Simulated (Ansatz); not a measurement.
# BN: symmetry broken, then relaxed

The calculation used DFT LDA, scalar-relativistic, plane waves, PAW in Ansatz 0.2.0. Cutoff 420 eV, Γ-centred 12×12×4 k-points, Gaussian smearing of 0.05 eV. No spin polarisation. Energies are free energies at this smearing, counted from the undisturbed cell; pressure is positive in compression.

The starting cell (relaxed at this level):

```xyz
4
Lattice="2.4889 0.0000 0.0000 -1.2445 2.1555 0.0000 0.0000 0.0000 6.4983" Properties=species:S:1:pos:R:3 pbc="T T T"
B     0.0000    1.4370    1.6246
B     1.2445    0.7185    4.8737
N     0.0000    1.4370    4.8737
N     1.2445    0.7185    1.6246
```

The cell holds layers and no dispersion correction was added, so their binding is poorly described.

The atoms are displaced (Å, in the unstrained cell):

```tsv
atom	ux	uy	uz
B1	0.006	0.001	-0.002
B2	0.012	0.020	0.004
N3	-0.021	-0.021	0.001
N4	0.003	0.001	-0.003
```

The cell is strained by (-0.0006, 0.0079, -0.0073, -0.0133, 0.0151, 0.0096) (xx, yy, zz, yz, xz, xy; engineering shear). Cell and atoms are then relaxed.

Problem. Does the relaxation return to the undisturbed structure?

Solution. Yes (up to a choice of domain or origin): same space group and volume, and an energy 0.0 meV/atom from it. The disturbance itself cost 17.6 meV/atom. The final space group reads P6_3/mmc (tolerance 0.05 Å) and the volume changes by -0.26 %.

Final structure:

```xyz
4
Lattice="2.4890 0.0000 0.0048 -1.2445 2.1555 -0.0059 0.0128 -0.0105 6.4810" Properties=species:S:1:pos:R:3 pbc="T T T"
B     0.0041    1.4340    1.6180
B     1.2532    0.7111    4.8620
N     0.0087    1.4296    4.8584
N     1.2486    0.7155    1.6216
```

The relaxation, step by step (energy from the first step; small jumps at an unchanged geometry come where the plane waves are selected anew for the new cell):

| step | ΔE (meV/atom) | largest force component (eV/Å) | pressure (GPa) |
| --- | --- | --- | --- |
| 1 | 0.0 | 1.757 | -2.05 |
| 2 | -11.4 | 1.145 | -0.92 |
| 3 | -17.7 | 0.012 | -0.08 |
| 4 | -17.7 | 0.011 | -0.07 |
| 5 | -17.7 | 0.000 | 0.00 |
| 6 | -17.5 | 0.001 | -0.03 |
| 7 | -17.5 | 0.000 | 0.00 |
| 8 | -17.5 | 0.000 | 0.01 |

Cost: 3 runs of about 1.6 core-minutes in all, on Arm Neoverse V2 (shared hosts).